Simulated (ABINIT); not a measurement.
# HgTe (Coloradoite) in ABINIT: the effect of functional

HgTe (Coloradoite):

```
CELL_PARAMETERS angstrom
0.00000 3.21450 3.21450
3.21450 0.00000 3.21450
3.21450 3.21450 0.00000
ATOMIC_POSITIONS crystal
Hg 0.00000 0.00000 0.00000
Te 0.75000 0.75000 0.75000
```

Alike in all runs:

```yaml
Program: ABINIT 10.8.3 (patched build)
Task: single point
Potentials_or_basis: JTH PAW PBE v2.0
Cutoff: 626 eV
k_mesh: 7 × 7 × 7
Occupations: fermi-dirac, width 0.05 eV
Spin: no spin polarisation
```

Task: One run gave: pressure 4.7 GPa. Which functional did it use?
A. AM05
B. r2SCAN
C. PW91
D. LDA
E. revPBE

Result: C.

| functional | pressure (GPa) |
| --- | --- |
| LDA | 0.5 |
| PBEsol | 2.1 |
| RPBE | 6.5 |
| BLYP | 8.1 |
| AM05 | 2.5 |
| r2SCAN | 3.4 |
| SCAN | 1.4 |
| revPBE | 6.0 |
| PW91 | 4.7 |
| WC | 2.2 |

Caveats: the PAW data sets were made with another functional, which shifts forces and pressure a little.

Runs at the PBE level aren't shown here.
